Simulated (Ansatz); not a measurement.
## How Ir stores the work of compression

Method: Ansatz 0.2.0, DFT PBE, scalar-relativistic, plane waves, PAW. Settings: 420 eV cutoff, 18×18×18 k-mesh, Gaussian smearing of 0.10 eV, no spin polarisation.

Starting point, cell and atoms relaxed:

```
CELL_PARAMETERS angstrom
0.00000 1.93533 1.93533
1.93533 0.00000 1.93533
1.93533 1.93533 0.00000
ATOMIC_POSITIONS crystal
Ir 0.00000 0.00000 0.00000
```

Cell and atoms were relaxed at each target pressure within the start's symmetry (Fm-3m), at zero temperature; other phases can be more stable under pressure. H = E + PV with P the target; E is the free energy at the smearing used, whose derivative the pressure is, per atom and counted from zero pressure. The mesh named is that at zero pressure; some other pressures ran on another.

Spin–orbit coupling is left out, which can shift energies with elements as heavy as these.

| P (GPa) | V (Å³/atom) | E − E0 (meV) | H − H0 (meV) |
| --- | --- | --- | --- |
| 0 | 14.497 | 0.0 | 0.0 |
| 1 | 14.458 | 0.1 | 90.4 |
| 4 | 14.334 | 2.0 | 359.9 |
| 12 | 14.043 | 16.5 | 1068.2 |
| 25 | 13.633 | 63.3 | 2190.6 |
| 50 | 12.999 | 209.4 | 4266.1 |
| 90 | 12.240 | 532.8 | 7408.5 |

Question: Thermodynamics gives dH/dP = V along a relaxed path. Integrate V over P by the trapezoid rule and compare with the computed enthalpies.

Answer: With 1 eV/Å³ = 160.22 GPa, each step adds the mean volume times ΔP / 160.22:
```csv
P (GPa),∫V dP (meV),H − H0 (meV),difference (meV)
1,90.4,90.4,0.0
4,359.9,359.9,0.0
12,1068.4,1068.2,0.1
25,2191.2,2190.6,0.6
50,4269.0,4266.1,2.9
90,7419.6,7408.5,11.1
```

V(P) curves upward, so the trapezoid rule runs high; integrating a smooth curve through the same points puts that excess at about 7.8 meV at 90 GPa, against the 11.1 meV found. What is left comes from the shape of V(P) between points this far apart, and from the mesh, the smearing and the stress tolerance.

Question: At 90 GPa, how much of the enthalpy change is stored energy and how much is the PV term?

Answer: E rises by 533 meV/atom and PV is 90 × 12.240 / 160.22 = 6876 meV/atom, so PV makes 93 % of ΔH. So between rival structures at high pressure a small difference in volume can outweigh the difference in energy: 1 % of this volume is worth 68.8 meV/atom at this pressure.

Question: What bulk modulus do the lowest pressures give?

Answer: From the pressures that the runs reached, -1.06 GPa (14.541 Å³) and 0.93 GPa (14.458 Å³), B = −ΔP/Δln V = 1.99 / 0.0057 = 348 GPa, a mean over that range.